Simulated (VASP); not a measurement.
# BaS (Fm-3m) in VASP: notebook

Aim: see how the results for BaS move with the level of theory and the settings. Levels: PBE, PBEsol. Tasks: single point.

All numbers are computed with VASP 6.6.1; they aren't measurements. Logs are shortened: lines on timing, memory, paths and dates and some standing lists are left out, and cuts for length are marked.

**Experimental background.**

A printed reference work, monograph, original work of 1988 reports, for a bulk crystal of BaS at 2 K: band gap 3.806 eV (indirect).

The results are compared with them further down.

### Step 1. The cell of the first run

It takes space group Fm-3m (No. 225, cubic). The conventional cell has a = 6.513 Å, b = 6.513 Å, c = 6.513 Å, α = 90.00°, β = 90.00°, γ = 90.00°. Ba (site symmetry m-3m) has 6 S at 3.26 Å within 4.3 Å. Within 4.3 Å of S (site symmetry m-3m) lie 6 Ba at 3.26 Å.

### Step 2. Single point, PBE (volume scaled by 1.06)

INCAR

```
  ALGO = Normal
  EDIFF = 1E-7
  ENCUT = 520
  GGA = PE
  ISIF = 2
  ISMEAR = -1
  LASPH = True
  LCHARG = False
  LREAL = False
  LWAVE = False
  NBANDS = 15
  NELM = 100
  PREC = Accurate
  SIGMA = 0.05
```

KPOINTS

```
k-points
0
Gamma
  7 7 7
```

POSCAR

```
BaS
1.0
    0.0000000000      3.2563884516      3.2563884516
    3.2563884516      0.0000000000      3.2563884516
    3.2563884516      3.2563884516      0.0000000000
Ba S
1 1
Direct
    0.0000000000      0.0000000000      0.0000000000
    0.5000000000      0.5000000000      0.5000000000
```

Potentials or basis: VASP PAW PBE potentials, release 64 (Ba_sv, S).

The run is started by

```sh
$ cat potpaw_PBE.64/Ba_sv/POTCAR potpaw_PBE.64/S/POTCAR > POTCAR
$ mpirun -np 1 vasp_std > vasp.out
```

OUTCAR:

```text
EDIFF = 1E-7
   ENCUT = 520
   GGA = PE
   ISIF = 2
   ISMEAR = -1
   LASPH = True
   LREAL = False
   NELM = 100
   PREC = Accurate

 ion  position               nearest neighbor table
   1  0.000  0.000  0.000-   2 3.26   2 3.26   2 3.26   2 3.26   2 3.26   2 3.26
   2  0.500  0.500  0.500-   1 3.26   1 3.26   1 3.26   1 3.26   1 3.26   1 3.26

  LATTYP: Found a face centered cubic cell.
 ALAT       =     6.5127769032

  Lattice vectors:

 A1 = (   0.0000000000,   3.2563884516,   3.2563884516)
 A2 = (   3.2563884516,   0.0000000000,   3.2563884516)
 A3 = (   3.2563884516,   3.2563884516,   0.0000000000)

Analysis of symmetry for initial positions (statically):
=====================================================================
 Subroutine PRICEL returns:
 Original cell was already a primitive cell.

 Routine SETGRP: Setting up the symmetry group for a
 face centered cubic supercell.

 Subroutine GETGRP returns: Found 48 space group operations
 (whereof 48 operations were pure point group operations)
 out of a pool of 48 trial point group operations.

The static configuration has the point symmetry O_h .

Analysis of symmetry for dynamics (positions and initial velocities):
=====================================================================
 Subroutine PRICEL returns:
 Original cell was already a primitive cell.

 Routine SETGRP: Setting up the symmetry group for a
 face centered cubic supercell.

 Subroutine GETGRP returns: Found 48 space group operations
 (whereof 48 operations were pure point group operations)
 out of a pool of 48 trial point group operations.

The dynamic configuration has the point symmetry O_h .

 Subroutine INISYM returns: Found 48 space group operations
 (whereof 48 operations are pure point group operations),
 and found     1 'primitive' translations

----------------------------------------------------------------------------------------

                                     Primitive cell

  volume of cell :      69.0619

  direct lattice vectors                    reciprocal lattice vectors
     0.000000000  3.256388452  3.256388452    -0.153544335  0.153544335  0.153544335
     3.256388452  0.000000000  3.256388452     0.153544335 -0.153544335  0.153544335
     3.256388452  3.256388452  0.000000000     0.153544335  0.153544335 -0.153544335

  length of vectors
     4.605228713  4.605228713  4.605228713     0.265946590  0.265946590  0.265946590

  position of ions in fractional coordinates (direct lattice)
     0.000000000  0.000000000  0.000000000
     0.500000000  0.500000000  0.500000000

  ion indices of the primitive-cell ions
   primitive index   ion index
                 1           1
                 2           2

----------------------------------------------------------------------------------------

 KPOINTS: k-points

Automatic generation of k-mesh.
 Grid dimensions read from file:
 generate k-points for:    7    7    7

 Generating k-lattice:

  Cartesian coordinates                     Fractional coordinates (reciprocal lattice)
    -0.021934905  0.021934905  0.021934905     0.142857143  0.000000000  0.000000000
     0.021934905 -0.021934905  0.021934905     0.000000000  0.142857143  0.000000000
     0.021934905  0.021934905 -0.021934905     0.000000000  0.000000000  0.142857143

  Length of vectors
     0.037992370  0.037992370  0.037992370

  Shift w.r.t. Gamma in fractional coordinates (k-lattice)
     0.000000000  0.000000000  0.000000000

 Subroutine IBZKPT returns following result:
 ===========================================

 Found     20 irreducible k-points:

 Following reciprocal coordinates:
            Coordinates               Weight
  0.000000  0.000000  0.000000      1.000000
  0.142857  0.000000  0.000000      8.000000
  0.285714  0.000000  0.000000      8.000000
  0.428571  0.000000  0.000000      8.000000
  0.142857  0.142857  0.000000      6.000000
  0.285714  0.142857  0.000000     24.000000
[... 12 lines left out ...]
 -0.428571  0.428571  0.142857     24.000000
 -0.285714  0.428571  0.142857     24.000000
   k-points           NKPTS =     20   k-points in BZ     NKDIM =     20   number of bands    NBANDS=     15
   number of dos      NEDOS =    301   number of ions     NIONS =      2
   total plane-waves  NPLWV =  46656
   dimension x,y,z NGX =    36 NGY =   36 NGZ =   36
   dimension x,y,z NGXF=    72 NGYF=   72 NGZF=   72
   ions per type =               1   1
   NGX,Y,Z   is equivalent  to a cutoff of  13.00, 13.00, 13.00 a.u.
   NGXF,Y,Z  is equivalent  to a cutoff of  25.99, 25.99, 25.99 a.u.
 SYSTEM =  unknown system
   PREC   = accura    normal or accurate (medium, high low for compatibility)
   ISTART =      0    job   : 0-new  1-cont  2-samecut
   ICHARG =      2    charge: 1-file 2-atom 10-const
   ISPIN  =      1    spin polarized calculation?
   LNONCOLLINEAR =      F non collinear calculations
   LSORBIT =      F    spin-orbit coupling
   LASPH  =      T    aspherical Exc in radial PAW
   ENCUT  =  520.0 eV  38.22 Ry    6.18 a.u.   8.56  8.56  8.56*2*pi/ulx,y,z
   NELM   =    100;   NELMIN=  2; NELMDL= -5     # of ELM steps
   EDIFF  = 0.1E-06   stopping-criterion for ELM
   LREAL  =      F    real-space projection
   EDIFFG = 0.1E-05   stopping-criterion for IOM
   NSW    =      0    number of steps for IOM
   IBRION =     -1    ionic relax: 0-MD 1-quasi-New 2-CG
   NFREE  =      0    steps in history (QN), initial steepest desc. (CG)
   ISIF   =      2    stress and relaxation
   ISYM   =      2    0-nonsym 1-usesym 2-fastsym
   POTIM  = 0.5000    time-step for ionic-motion
   TEBEG  =    0.0;   TEEND  =   0.0 temperature during run
   PSTRESS=    0.0 pullay stress
   NELECT =      16.0000    total number of electrons
   NUPDOWN=      -1.0000    fix difference up-down
   EMIN   =  10.00;   EMAX   =-10.00  energy-range for DOS
   EFERMI =   0.00;   METHOD = LEGACY
   ISMEAR =    -1;   SIGMA  =   0.05  broadening in eV -4-tet -1-fermi 0-gaus
   EFERMI_NEDOS =   21; number of points for ismear=-14 and -15
   IALGO  =     38    algorithm
   IMIX   =      4    mixing-type and parameters
     AMIX     =   0.40;   BMIX     =  1.00
     AMIX_MAG =   1.60;   BMIX_MAG =  1.00
  volume/ion in A,a.u.               =      34.53       233.03
  Fermi-wavevector in a.u.,A,eV,Ry     =   1.005469  1.900061 13.755049  1.010968
  Thomas-Fermi vector in A             =   2.138150
   LORBIT       =      0    0 simple, 1 ext, 2 COOP (PROOUT), +10 PAW based schemes
   GGA     = PE    functional components
[... 5 lines left out ...]
 non-spin polarized calculation
  energy-cutoff  :      520.00
  volume of cell :       69.06
 maximum number of plane-waves:      1875
 NGX is ok and might be reduce to    36
   NGX = 17   NGY = 17   NGZ = 17

 number of electron      16.0000000 magnetization

 Free energy of the ion-electron system (eV)
  ---------------------------------------------------
  ext. energy  EPLUGINS =         0.00000000
  ---------------------------------------------------
  free energy    TOTEN  =       -10.18861319 eV

  energy without entropy =      -10.18861319  energy(sigma->0) =      -10.18861319

 E-fermi :   2.1617     XC(G=0):  -8.3864

 val. band max:        1.1624746306   @ k =   0.0000   0.0000   0.0000
 cond. band min:       3.4150266337   @ k =   0.4286   0.4286   0.0000
 fundamental gap:      2.2525520031
 Fermi energy:         2.1617246285

 k-point     1 :       0.0000    0.0000    0.0000
  band No.  band energies     occupation
      1     -25.1031      2.00000
      2     -10.1634      2.00000
      3     -10.1634      2.00000
      4     -10.1634      2.00000
      5      -9.1107      2.00000
      6       1.1625      2.00000
      7       1.1625      2.00000
      8       1.1625      2.00000
      9       4.4850      0.00000
     10       5.0157      0.00000
     11       5.0157      0.00000
     12       5.0157      0.00000
     13       5.8818      0.00000
     14       5.8818      0.00000
     15       9.7914      0.00000

 k-point     2 :       0.1429    0.0000    0.0000
  band No.  band energies     occupation
      1     -25.0969      2.00000
      2     -10.4196      2.00000
      3     -10.1696      2.00000
      4     -10.1696      2.00000
      5      -8.8374      2.00000
      6       0.6805      2.00000
      7       0.9268      2.00000
      8       0.9268      2.00000
      9       4.9713      0.00000
     10       5.2627      0.00000
     11       5.2982      0.00000
     12       5.2982      0.00000
     13       6.4134      0.00000
     14       6.4134      0.00000
     15      10.5352      0.00000

 k-point     3 :       0.2857    0.0000    0.0000
  band No.  band energies     occupation
      1     -25.0829      2.00000
      2     -10.7994      2.00000
      3     -10.1836      2.00000
      4     -10.1836      2.00000
      5      -8.4170      2.00000
      6      -0.0977      2.00000
      7       0.4996      2.00000
      8       0.4996      2.00000
      9       5.3305      0.00000
     10       6.0711      0.00000
     11       6.0711      0.00000
     12       6.5270      0.00000
     13       7.6974      0.00000
     14       7.6974      0.00000
     15      11.3685      0.00000

 k-point     4 :       0.4286    0.0000    0.0000
  band No.  band energies     occupation
      1     -25.0716      2.00000
      2     -11.0281      2.00000
      3     -10.1946      2.00000
      4     -10.1946      2.00000
      5      -8.1532      2.00000
      6      -0.5856      2.00000
      7       0.2199      2.00000
      8       0.2199      2.00000
      9       6.1044      0.00000
     10       6.9578      0.00000
     11       7.0351      0.00000
     12       7.0351      0.00000
     13       9.1467      0.00000
     14       9.1467      0.00000
     15      10.5090      0.00000
[... 235 lines left out ...]
 k-point    18 :      -0.4286    0.2857    0.1429
  band No.  band energies     occupation
      1     -25.0650      2.00000
      2     -10.8250      2.00000
      3     -10.3418      2.00000
      4     -10.2582      2.00000
      5      -8.4280      2.00000
      6      -0.1429      2.00000
      7       0.3530      2.00000
      8       0.5776      2.00000
      9       5.2157      0.00000
     10       6.2612      0.00000
     11       7.3209      0.00000
     12       7.5625      0.00000
     13       8.6540      0.00000
     14       9.7043      0.00000
     15       9.9651      0.00000

 k-point    19 :      -0.4286    0.4286    0.1429
  band No.  band energies     occupation
      1     -25.0616      2.00000
      2     -10.6215      2.00000
      3     -10.3710      2.00000
      4     -10.3540      2.00000
      5      -8.7076      2.00000
      6       0.3299      2.00000
      7       0.5435      2.00000
      8       0.8023      2.00000
      9       4.1808      0.00000
     10       6.7694      0.00000
     11       7.1191      0.00000
     12       7.9733      0.00000
     13       8.2050      0.00000
     14       8.8675      0.00000
     15      10.2060      0.00000

 k-point    20 :      -0.2857    0.4286    0.1429
  band No.  band energies     occupation
      1     -25.0606      2.00000
      2     -10.6417      2.00000
      3     -10.4523      2.00000
      4     -10.3329      2.00000
      5      -8.5861      2.00000
      6       0.1025      2.00000
      7       0.5812      2.00000
      8       0.6167      2.00000
      9       5.0569      0.00000
     10       5.9101      0.00000
     11       7.2729      0.00000
     12       7.9676      0.00000
     13       8.1015      0.00000
     14       9.8499      0.00000
     15      10.9648      0.00000

------------------------ aborting loop because EDIFF is reached ----------------------------------------

  FORCE on cell =-STRESS in cart. coord.  units (eV):
  Direction    XX          YY          ZZ          XY          YZ          ZX
  --------------------------------------------------------------------------------------
  -------------------------------------------------------------------------------------
  Total       -0.4399280     -0.4399280     -0.4399280      0.0000000     -0.0000000      0.0000000
  in kB      -10.2059535    -10.2059535    -10.2059535      0.0000000     -0.0000000      0.0000000
  external PRESSURE =     -10.2059535 kB  Pullay stress =       0.0000000 kB

 VOLUME and BASIS-vectors are now :
 -----------------------------------------------------------------------------
  energy-cutoff  :      520.00
  volume of cell :       69.06
      direct lattice vectors                 reciprocal lattice vectors
     0.000000000  3.256388452  3.256388452    -0.153544335  0.153544335  0.153544335
     3.256388452  0.000000000  3.256388452     0.153544335 -0.153544335  0.153544335
     3.256388452  3.256388452  0.000000000     0.153544335  0.153544335 -0.153544335

 POSITION                                       TOTAL-FORCE (eV/Angst)
 -----------------------------------------------------------------------------------
      0.00000      0.00000      0.00000         0.000000      0.000000      0.000000
      3.25639      3.25639      3.25639         0.000000      0.000000      0.000000
 -----------------------------------------------------------------------------------
    total drift:                                0.000000      0.000000      0.000000

  FREE ENERGIE OF THE ION-ELECTRON SYSTEM (eV)
  ---------------------------------------------------
  free  energy   TOTEN  =       -10.1886131905 eV

  energy  without entropy=      -10.1886131904  energy(sigma->0) =      -10.18861319
```

It took 45 s on 1 thread of Intel Xeon 8259CL, shared host; peak memory 0.21 GiB.

Results:

| Item | Value |
| --- | --- |
| Free energy | -10.1886 eV |
| Pressure | -1.0 GPa |
| Band gap on the k mesh | 2.25 eV, indirect (least direct gap 2.42 eV) |

Caveat: the cell differs from its parent crystal (volume scaled by 1.06); spin-orbit coupling is left out, which moves the levels of the heavy elements. A k mesh can miss the band edges.

### Step 3. Single point, PBEsol

This run uses another cell than the first one, of 31.27 Å³/atom, 0.906 times its volume.

INCAR

```
SYSTEM = BaS
PREC = Accurate
ENCUT = 500
EDIFF = 1E-6
ISMEAR = -1
SIGMA = 0.05
LREAL = .False.
LASPH = .True.
NELM = 120
ALGO = Normal
ISIF = 2
LWAVE = .False.
LCHARG = .False.
GGA = PS
NBANDS = 15
GGA_COMPAT = .False.
```

KPOINTS

```
regular mesh
0
Gamma
  7 7 7
  0 0 0
```

POSCAR

```
BaS
1.0
    0.0000000000      3.1505859250      3.1505859250
    3.1505859250      0.0000000000      3.1505859250
    3.1505859250      3.1505859250      0.0000000000
Ba S
1 1
Direct
    0.0000000000      0.0000000000      0.0000000000
    0.5000000000      0.5000000000      0.5000000000
```

Potentials or basis: VASP PAW PBE potentials, release 64 (Ba_sv, S).

The run is started by

```sh
$ cat potpaw_PBE.64/Ba_sv/POTCAR potpaw_PBE.64/S/POTCAR > POTCAR
$ mpirun -np 1 vasp_std > vasp.out
```

Wall time 14 s (1 thread of Intel Xeon Platinum 8488C (Sapphire Rapids), shared host); peak memory 0.17 GiB.

It converged, with:

```yaml
Free_energy: -10.7110 eV
Pressure: 1.4 GPa
Band_gap_on_the_k_mesh: 1.97 eV, indirect (least direct gap 2.09 eV)
```

Levels at points of the mesh, in eV from the valence-band top:
```csv
k point,band 5,band 6,band 7,band 8,band 9,band 10,band 11,band 12
"(0.00, 0.00, 0.00)",-10.42,0.00,0.00,0.00,3.61,3.78,3.78,3.78
```

Caveat: the PAW data sets were made with another functional, which shifts forces and pressure a little; spin-orbit coupling is left out, which moves the levels of the heavy elements.

### Step 4. Single point, PBEsol

This run uses another cell than the first one, of 33.23 Å³/atom, 0.962 times its volume.

INCAR

```
SYSTEM = BaS
PREC = Accurate ; ENCUT = 500
EDIFF = 1E-6 ; ISMEAR = -1
SIGMA = 0.05 ; LREAL = .FALSE.
LASPH = .TRUE. ; NELM = 120
ALGO = Normal ; ISIF = 2
LWAVE = .FALSE. ; LCHARG = .TRUE.
GGA = PS ; LELF = .TRUE.
LVHAR = .TRUE. ; NBANDS = 15
GGA_COMPAT = .FALSE.
```

KPOINTS

```
regular mesh
0
G
  7 7 7
  0 0 0
```

POSCAR

```
BaS
1.0
    0.0000000000      3.2149012787      3.2149012787
    3.2149012787      0.0000000000      3.2149012787
    3.2149012787      3.2149012787      0.0000000000
Ba S
1 1
Direct
    0.0000000000      0.0000000000      0.0000000000
    0.5000000000      0.5000000000      0.5000000000
```

The run is started by

```sh
$ cat potpaw_PBE.64/Ba_sv/POTCAR potpaw_PBE.64/S/POTCAR > POTCAR
$ mpirun -np 1 vasp_std > vasp.out
```

It took 18 s on 1 thread of Intel Xeon Platinum 8488C (Sapphire Rapids), shared host; peak memory 0.2 GiB.

It converged, with:

```
Free energy            : -10.7104 eV
Pressure               : -1.4 GPa
Band gap on the k mesh : 2.08 eV, indirect (least direct gap 2.24 eV)
```

Levels at points of the mesh, in eV from the valence-band top:
| k point | band 6 | band 7 | band 8 | band 9 | band 10 | band 11 |
| --- | --- | --- | --- | --- | --- | --- |
| (0.00, 0.00, 0.00) | 0.00 | 0.00 | 0.00 | 3.31 | 3.78 | 3.78 |

Caveat: the PAW data sets were made with another functional, which shifts forces and pressure a little; spin-orbit coupling is left out, which moves the levels of the heavy elements.

### Step 5. Summary

| level | cell | cutoff (eV) | gap on the mesh (eV) | pressure (GPa) |
| --- | --- | --- | --- | --- |
| PBE | a = 4.605 Å, angles 60.0°, 2 atoms | 520 | 2.25 | -1.0 |
| PBEsol | a = 4.456 Å, angles 60.0°, 2 atoms | 500 | 1.97 | 1.4 |
| PBEsol | a = 4.547 Å, angles 60.0°, 2 atoms | 500 | 2.08 | -1.4 |

Alike in all rows: task single point; potentials or basis VASP PAW PBE potentials, release 64 (Ba_sv, S); no spin polarisation; k mesh 7 × 7 × 7; smearing fermi-dirac 0.05 eV.

Caveats: spin-orbit coupling is left out, which moves the levels of the heavy elements; the PAW data sets were made with another functional, which shifts forces and pressure a little (some runs).

Total energies depend on the potentials used, so only differences within one code and one set of settings carry meaning.

### Step 6. How close it comes

Step 3. A measured gap of BaS is 3.806 eV (indirect; 2 K; a printed reference work, monograph, original work of 1988); the calculated 1.97 eV misses it by -1.84 eV. Spin-orbit coupling on Ba is left out. The value is that of PBEsol on a finite k mesh, which can miss the band edges, without temperature or zero-point motion. Semilocal functionals fall short of measured gaps as a rule.

Step 4. Measured gap of BaS: 3.806 eV (indirect; 2 K; a printed reference work, monograph, original work of 1988). This calculation gives 2.08 eV (-1.73 eV). Spin-orbit coupling on Ba is left out. The value is that of PBEsol on a finite k mesh, which can miss the band edges, without temperature or zero-point motion. Semilocal functionals fall short of measured gaps as a rule.
